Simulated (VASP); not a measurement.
# BaTiO3 (Pm-3m) in VASP: a series of runs

One crystal, BaTiO3, is run at these levels: LDA; tasks: relaxation of cell and atoms.

Everything below comes from runs of VASP 6.6.1. Logs are shortened: lines on timing, memory, paths and dates and some standing lists are left out, and cuts for length are marked.

### 1 The crystal as given

Symmetry: Pm-3m, No. 221, cubic system. Conventional cell: a = 4.006 Å, b = 4.006 Å, c = 4.006 Å, α = 90.00°, β = 90.00°, γ = 90.00°. Ba (site symmetry m-3m) is surrounded by 12 O at 2.83 Å. Ti (site symmetry m-3m) is surrounded by 6 O at 2.00 Å. O (site symmetry 4/mmm) has 2 Ti at 2.00 Å as nearest neighbours.

### 2 Relaxation of cell and atoms, LDA

Input file INCAR:

```
  ALGO = Normal
  EDIFF = 1E-6
  EDIFFG = -0.01
  ENCUT = 600
  GGA = CA
  IBRION = 2
  ISIF = 3
  ISMEAR = 0
  LASPH = True
  LCHARG = False
  LREAL = False
  LWAVE = False
  NELM = 80
  NSW = 90
  PREC = Accurate
  SIGMA = 0.03
```

Input file KPOINTS:

```
k-points
0
Gamma
  8 8 8
```

Input file POSCAR:

```
BaTiO3
1.0
    4.0060000000      0.0000000000      0.0000000000
    0.0000000000      4.0060000000      0.0000000000
    0.0000000000      0.0000000000      4.0060000000
Ba Ti O
1 1 3
Direct
    0.5000000000      0.5000000000      0.5000000000
    0.0000000000      0.0000000000      0.0000000000
    0.5000000000      0.0000000000      0.0000000000
    0.0000000000      0.5000000000      0.0000000000
    0.0000000000      0.0000000000      0.5000000000
```

Potentials or basis: VASP PAW LDA potentials, release 64 (Ba_sv, Ti_sv, O).

Command:

```bash
$ cat potpaw_LDA.64/Ba_sv/POTCAR potpaw_LDA.64/Ti_sv/POTCAR potpaw_LDA.64/O/POTCAR > POTCAR
$ mpirun -np 1 vasp_std > vasp.out
```

OUTCAR:

```text
EDIFF = 1E-6
   EDIFFG = -0.01
   ENCUT = 600
   GGA = CA
   IBRION = 2
   ISIF = 3
   ISMEAR = 0
   LASPH = True
   LREAL = False
   NELM = 80
   NSW = 90
   PREC = Accurate

 ion  position               nearest neighbor table
   1  0.500  0.500  0.500-   3 2.83   4 2.83   5 2.83   3 2.83   4 2.83   3 2.83   5 2.83   3 2.83
                             4 2.83   5 2.83   4 2.83   5 2.83   2 3.47   2 3.47   2 3.47   2 3.47
   2  0.000  0.000  0.000-   3 2.00   4 2.00   5 2.00   5 2.00   4 2.00   3 2.00   1 3.47   1 3.47
                             1 3.47   1 3.47   1 3.47   1 3.47   1 3.47   1 3.47
   3  0.500  0.000  0.000-   2 2.00   2 2.00   1 2.83   1 2.83   1 2.83   1 2.83
   4  0.000  0.500  0.000-   2 2.00   2 2.00   1 2.83   1 2.83   1 2.83   1 2.83
   5  0.000  0.000  0.500-   2 2.00   2 2.00   1 2.83   1 2.83   1 2.83   1 2.83

  LATTYP: Found a simple cubic cell.
 ALAT       =     4.0060000000

  Lattice vectors:

 A1 = (   4.0060000000,   0.0000000000,   0.0000000000)
 A2 = (   0.0000000000,   4.0060000000,   0.0000000000)
 A3 = (   0.0000000000,   0.0000000000,   4.0060000000)

Analysis of symmetry for initial positions (statically):
=====================================================================
 Subroutine PRICEL returns:
 Original cell was already a primitive cell.

 Routine SETGRP: Setting up the symmetry group for a
 simple cubic supercell.

 Subroutine GETGRP returns: Found 48 space group operations
 (whereof 48 operations were pure point group operations)
 out of a pool of 48 trial point group operations.

The static configuration has the point symmetry O_h .

Analysis of symmetry for dynamics (positions and initial velocities):
=====================================================================
 Subroutine PRICEL returns:
 Original cell was already a primitive cell.

 Routine SETGRP: Setting up the symmetry group for a
 simple cubic supercell.

 Subroutine GETGRP returns: Found 48 space group operations
 (whereof 48 operations were pure point group operations)
 out of a pool of 48 trial point group operations.

The dynamic configuration has the point symmetry O_h .

 Subroutine INISYM returns: Found 48 space group operations
 (whereof 48 operations are pure point group operations),
 and found     1 'primitive' translations

----------------------------------------------------------------------------------------

                                     Primitive cell

  volume of cell :      64.2884

  direct lattice vectors                    reciprocal lattice vectors
     4.006000000  0.000000000  0.000000000     0.249625562  0.000000000  0.000000000
     0.000000000  4.006000000  0.000000000     0.000000000  0.249625562  0.000000000
     0.000000000  0.000000000  4.006000000     0.000000000  0.000000000  0.249625562

  length of vectors
     4.006000000  4.006000000  4.006000000     0.249625562  0.249625562  0.249625562

  position of ions in fractional coordinates (direct lattice)
     0.500000000  0.500000000  0.500000000
     0.000000000  0.000000000  0.000000000
     0.500000000  0.000000000  0.000000000
     0.000000000  0.500000000  0.000000000
     0.000000000  0.000000000  0.500000000

  ion indices of the primitive-cell ions
   primitive index   ion index
                 1           1
                 2           2
                 3           3
                 4           4
                 5           5

----------------------------------------------------------------------------------------

 KPOINTS: k-points

Automatic generation of k-mesh.
 Grid dimensions read from file:
 generate k-points for:    8    8    8

 Generating k-lattice:

  Cartesian coordinates                     Fractional coordinates (reciprocal lattice)
     0.031203195  0.000000000  0.000000000     0.125000000  0.000000000  0.000000000
     0.000000000  0.031203195  0.000000000     0.000000000  0.125000000  0.000000000
     0.000000000  0.000000000  0.031203195     0.000000000  0.000000000  0.125000000

  Length of vectors
     0.031203195  0.031203195  0.031203195

  Shift w.r.t. Gamma in fractional coordinates (k-lattice)
     0.000000000  0.000000000  0.000000000

 Subroutine IBZKPT returns following result:
 ===========================================

 Found     35 irreducible k-points:

 Following reciprocal coordinates:
            Coordinates               Weight
  0.000000  0.000000  0.000000      1.000000
  0.125000  0.000000  0.000000      6.000000
  0.250000  0.000000  0.000000      6.000000
  0.375000  0.000000  0.000000      6.000000
  0.500000  0.000000  0.000000      3.000000
  0.125000  0.125000  0.000000     12.000000
[... 16 lines left out ...]
  0.375000  0.375000  0.125000     24.000000
  0.500000  0.375000  0.125000     24.000000
 [... further k-points ...]
   k-points           NKPTS =     35   k-points in BZ     NKDIM =     35   number of bands    NBANDS=     24
   number of dos      NEDOS =    301   number of ions     NIONS =      5
   total plane-waves  NPLWV =  32768
   dimension x,y,z NGX =    32 NGY =   32 NGZ =   32
   dimension x,y,z NGXF=    64 NGYF=   64 NGZF=   64
   ions per type =               1   1   3
   NGX,Y,Z   is equivalent  to a cutoff of  13.28, 13.28, 13.28 a.u.
   NGXF,Y,Z  is equivalent  to a cutoff of  26.56, 26.56, 26.56 a.u.
 SYSTEM =  unknown system
   PREC   = accura    normal or accurate (medium, high low for compatibility)
   ISTART =      0    job   : 0-new  1-cont  2-samecut
   ICHARG =      2    charge: 1-file 2-atom 10-const
   ISPIN  =      1    spin polarized calculation?
   LNONCOLLINEAR =      F non collinear calculations
   LSORBIT =      F    spin-orbit coupling
   LASPH  =      T    aspherical Exc in radial PAW
   ENCUT  =  600.0 eV  44.10 Ry    6.64 a.u.   8.00  8.00  8.00*2*pi/ulx,y,z
   NELM   =     80;   NELMIN=  2; NELMDL= -5     # of ELM steps
   EDIFF  = 0.1E-05   stopping-criterion for ELM
   LREAL  =      F    real-space projection
   EDIFFG = -.1E-01   stopping-criterion for IOM
   NSW    =     90    number of steps for IOM
   IBRION =      2    ionic relax: 0-MD 1-quasi-New 2-CG
   NFREE  =      1    steps in history (QN), initial steepest desc. (CG)
   ISIF   =      3    stress and relaxation
   ISYM   =      2    0-nonsym 1-usesym 2-fastsym
   POTIM  = 0.5000    time-step for ionic-motion
   TEBEG  =    0.0;   TEEND  =   0.0 temperature during run
   PSTRESS=    0.0 pullay stress
   NELECT =      40.0000    total number of electrons
   NUPDOWN=      -1.0000    fix difference up-down
   EMIN   =  10.00;   EMAX   =-10.00  energy-range for DOS
   EFERMI =   0.00;   METHOD = LEGACY
   ISMEAR =     0;   SIGMA  =   0.03  broadening in eV -4-tet -1-fermi 0-gaus
   EFERMI_NEDOS =   21; number of points for ismear=-14 and -15
   IALGO  =     38    algorithm
   IMIX   =      4    mixing-type and parameters
     AMIX     =   0.40;   BMIX     =  1.00
     AMIX_MAG =   1.60;   BMIX_MAG =  1.00
  volume/ion in A,a.u.               =      12.86        86.77
  Fermi-wavevector in a.u.,A,eV,Ry     =   1.397603  2.641087 26.576187  1.953295
  Thomas-Fermi vector in A             =   2.520843
   LORBIT       =      0    0 simple, 1 ext, 2 COOP (PROOUT), +10 PAW based schemes
   GGA     = CA    functional components
   LHFCALC =     F    Hartree Fock is set to
   AEXX    =    0.0000 exact exchange contribution
   IVDW    =     0    specifies the selected vdW correction
   LEPSILON=     F    determine dielectric tensor
   LRPA    =     F    only Hartree local field effects (RPA)
 conjugate gradient relaxation of ions
 non-spin polarized calculation
 Gauss-broadening in eV      SIGMA  =   0.03
  energy-cutoff  :      600.00
  volume of cell :       64.29
 maximum number of plane-waves:      2176
   NGX = 17   NGY = 17   NGZ = 17

--------------------------------------- Ionic step        1  -------------------------------------------

 number of electron      39.9999998 magnetization

 Free energy of the ion-electron system (eV)
  ---------------------------------------------------
  ext. energy  EPLUGINS =         0.00000000
  ---------------------------------------------------
  free energy    TOTEN  =       -44.10440455 eV

  energy without entropy =      -44.10440455  energy(sigma->0) =      -44.10440455

------------------------ aborting loop because EDIFF is reached ----------------------------------------

  FORCE on cell =-STRESS in cart. coord.  units (eV):
  Direction    XX          YY          ZZ          XY          YZ          ZX
  --------------------------------------------------------------------------------------
  -------------------------------------------------------------------------------------
  Total       -2.9925448     -2.9925448     -2.9925448     -0.0000000     -0.0000000     -0.0000000
  in kB      -74.5793174    -74.5793174    -74.5793174     -0.0000000     -0.0000000     -0.0000000
  external PRESSURE =     -74.5793174 kB  Pullay stress =       0.0000000 kB
[... 63 lines left out ...]
  energy  without entropy=      -44.0891557555  energy(sigma->0) =      -44.08915576

--------------------------------------- Ionic step        3  -------------------------------------------

 number of electron      39.9999975 magnetization

 Free energy of the ion-electron system (eV)
  ---------------------------------------------------
  ext. energy  EPLUGINS =         0.00000000
  ---------------------------------------------------
  free energy    TOTEN  =       -44.16912785 eV

  energy without entropy =      -44.16912785  energy(sigma->0) =      -44.16912785

 E-fermi :   3.9833     XC(G=0): -11.9402

 val. band max:        3.8363147022   @ k =   0.5000   0.5000   0.5000
 cond. band min:       5.5670994082   @ k =   0.0000   0.0000   0.0000
 fundamental gap:      1.7307847061
 Fermi energy:         3.9833331152

 k-point     1 :       0.0000    0.0000    0.0000
  band No.  band energies     occupation
      1     -51.8831      2.00000
      2     -28.5219      2.00000
      3     -28.5219      2.00000
      4     -28.5219      2.00000
      5     -20.7393      2.00000
      6     -12.8311      2.00000
[... 637 lines left out ...]
     23       7.8525      0.00000
     24       9.4257      0.00000

 [... further k-points ...]

------------------------ aborting loop because EDIFF is reached ----------------------------------------

  FORCE on cell =-STRESS in cart. coord.  units (eV):
  Direction    XX          YY          ZZ          XY          YZ          ZX
  --------------------------------------------------------------------------------------
  -------------------------------------------------------------------------------------
  Total       -0.0257523     -0.0257523     -0.0257523      0.0000000      0.0000000      0.0000000
  in kB       -0.6693691     -0.6693691     -0.6693691      0.0000000      0.0000000      0.0000000
  external PRESSURE =      -0.6693691 kB  Pullay stress =       0.0000000 kB
[... 20 lines left out ...]
  FREE ENERGIE OF THE ION-ELECTRON SYSTEM (eV)
  ---------------------------------------------------
  free  energy   TOTEN  =       -44.1691278531 eV

  energy  without entropy=      -44.1691278531  energy(sigma->0) =      -44.16912785

 reached required accuracy - stopping structural energy minimisation
```

Run time: 1.9 min. Hardware: 1 thread of AMD EPYC 7R13 (Zen 3), shared host; peak memory 0.18 GiB.

What came out:

* Free energy: -44.1691 eV
* Relaxed volume: 12.33 Å³/atom
* Relaxed cell: a = 3.950 Å, b = 3.950 Å, c = 3.950 Å, α = 90.00°, β = 90.00°, γ = 90.00°
* Space group after relaxing (to 0.05 Å): Pm-3m (No. 221)
* Energy gained by relaxing: 12.9 meV/atom
* Ionic steps: 3
* Pressure after relaxing: -0.1 GPa
* Band gap on the k mesh: 1.73 eV, indirect (least direct gap 1.83 eV)

The path:
| step | energy change (eV) | largest force (eV/Å) | pressure (GPa) | volume (Å³) |
| --- | --- | --- | --- | --- |
| 1 | 0.0000 | 0.0000 | -7.46 | 64.29 |
| 2 | 0.0152 | 0.0000 | 9.75 | 58.88 |
| 3 | -0.0647 | 0.0000 | -0.07 | 61.64 |

Final structure:
```xyz
5
Lattice="3.9502 0.0000 0.0000 0.0000 3.9502 0.0000 0.0000 0.0000 3.9502" Properties=species:S:1:pos:R:3 pbc="T T T"
Ba    1.9751    1.9751    1.9751
Ti    0.0000    0.0000    0.0000
O     1.9751    0.0000    0.0000
O     0.0000    1.9751    0.0000
O     0.0000    0.0000    1.9751
```

Levels at points of the mesh, in eV from the valence-band top:
```tsv
k point	band 16	band 17	band 18	band 19	band 20	band 21	band 22	band 23	band 24
(0.00, 0.00, 0.00)	-1.18	-1.18	-0.10	-0.10	-0.10	1.73	1.73	1.73	4.21
(0.50, 0.00, 0.00)	-2.04	-1.91	-1.91	-0.72	-0.72	1.91	3.66	3.66	4.23
(0.50, 0.50, 0.00)	-2.90	-1.71	-0.84	-0.84	-0.10	3.67	3.67	4.09	5.13
(0.50, 0.50, 0.50)	-2.39	-2.39	0.00	0.00	0.00	4.39	4.39	4.39	6.84
```

Caveat: spin-orbit coupling is left out, which moves the levels of the heavy elements. Zero-point motion and thermal expansion aren't in these numbers.

### 3 Relaxation of cell and atoms, LDA

This run uses another cell than the first one, of 12.33 Å³/atom, 0.959 times its volume.

INCAR: that of step 2 with these lines changed.

```diff
@@ -1,4 +1,4 @@
   ALGO = Normal
-  EDIFF = 1E-6
-  EDIFFG = -0.01
+  EDIFF = 1E-7
+  EDIFFG = -0.005
   ENCUT = 600
```

KPOINTS is that of step 2.

Input file POSCAR:

```
BaTiO3                                  
1.0
    3.9502115931      0.0000000000     -0.0000000000
   -0.0000000000      3.9502115931      0.0000000000
   -0.0000000000     -0.0000000000      3.9502115931
  Ba              Ti              O             
     1     1     3
Direct
     0.5000000000000000    0.5000000000000000    0.5000000000000000
     0.0000000000000000    0.0000000000000000    0.0000000000000000
     0.5000000000000000    0.0000000000000000    0.0000000000000000
     0.0000000000000000    0.5000000000000000    0.0000000000000000
     0.0000000000000000    0.0000000000000000    0.5000000000000000
```

Potentials or basis: VASP PAW LDA potentials, release 64 (Ba_sv, Ti_sv, O).

Command:

```bash
$ cat potpaw_LDA.64/Ba_sv/POTCAR potpaw_LDA.64/Ti_sv/POTCAR potpaw_LDA.64/O/POTCAR > POTCAR
$ mpirun -np 1 vasp_std > vasp.out
```

Wall time 62 s (1 thread of AMD EPYC 7R13 (Zen 3), shared host); peak memory 0.17 GiB.

The run converged. Its results:

```
Free energy             : -44.1632 eV
Pressure after relaxing : 0.0 GPa
Band gap on the k mesh  : 1.73 eV, indirect (least direct gap 1.83 eV)
```

Final structure:
```xyz
5
Lattice="3.9502 0.0000 0.0000 0.0000 3.9502 0.0000 0.0000 0.0000 3.9502" Properties=species:S:1:pos:R:3 pbc="T T T"
Ba    1.9751    1.9751    1.9751
Ti    0.0000    0.0000    0.0000
O     1.9751    0.0000    0.0000
O     0.0000    1.9751    0.0000
O     0.0000    0.0000    1.9751
```

Levels at points of the mesh, in eV from the valence-band top:
| k point | band 18 | band 19 | band 20 | band 21 | band 22 | band 23 |
| --- | --- | --- | --- | --- | --- | --- |
| (0.00, 0.00, 0.00) | -0.10 | -0.10 | -0.10 | 1.73 | 1.73 | 1.73 |
| (0.50, 0.00, 0.00) | -1.91 | -0.72 | -0.72 | 1.91 | 3.66 | 3.66 |
| (0.50, 0.50, 0.00) | -0.84 | -0.84 | -0.10 | 3.67 | 3.67 | 4.09 |
| (0.50, 0.50, 0.50) | 0.00 | 0.00 | 0.00 | 4.39 | 4.39 | 4.39 |

Caveat: the relaxation stopped at its first step, so nothing moved; spin-orbit coupling is left out, which moves the levels of the heavy elements. LDA gaps usually lie below the measured ones, often by a third to a half.
